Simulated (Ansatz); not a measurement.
A run of Ansatz 0.2.0 is set up as follows.

The input input.yaml:

```yaml
crystal:
  lattice:
    - [3.085, 0.0, 0.0]
    - [-1.5425, 2.6716883707, 0.0]
    - [0.0, 0.0, 3.523]
  atoms:
    - { symbol: Mg, position: [0.0, 0.0, 0.0] }
    - { symbol: B, position: [0.6666666667, 0.3333333333, 0.5] }
    - { symbol: B, position: [0.3333333333, 0.6666666667, 0.5] }
hamiltonian:
  xc: pbe
  pseudopotentials: { kind: paw }
kpoints:
  mp_grid: { grid: [10, 10, 8] }
scf:
  occupations: { method: gaussian, width: 0.028 }
output:
  forces: true
  stress: true
  eigenvalues: true
  write_density: true
  write_potential: true
  elf: true
  volumetric_format: npy
```

Potentials or basis: Ansatz PAW.

Run with:

```console
$ ansatz run input.yaml --threads 2 --pin off --max-ram 5632MiB --backend cpu --events-out ev --progress --plain --runs-dir out
```

Problem. What does it give for the pressure?

Solution. -0.9 GPa.

Problem. Predict the band gap on the k mesh.

Solution. None (metal or under the smearing width).

Stress tensor (GPa, compression positive):
```
-0.67  0.00  0.00
 0.00 -0.67  0.00
 0.00  0.00 -1.28
```
